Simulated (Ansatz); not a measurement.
System: SnTe (rock salt type), 2 atoms in the cell.

Method: HSE06, plane waves, all-electron PAW datasets generated for the crystal, point nucleus (Ansatz).

Cutoff 270 eV; exchange singularity: regularized; k-mesh 6×6×6 Γ-centred; Fermi–Dirac smearing of 0.02 eV; no spin polarisation; no spin–orbit coupling.

```yaml
crystal:
  lattice:
    - [0.00000, 3.20500, 3.20500]
    - [3.20500, 0.00000, 3.20500]
    - [3.20500, 3.20500, 0.00000]
  atoms:
    - { symbol: Sn, position: [0.00000, 0.00000, 0.00000] }
    - { symbol: Te, position: [0.50000, 0.50000, 0.50000] }
```
Lattice in Å, positions in fractions of it.

What pressure does the calculation give?

The pressure is -0.93 GPa, so at these settings the cell is stretched and would shrink.

The stress includes the program's correction for the finite plane-wave basis.
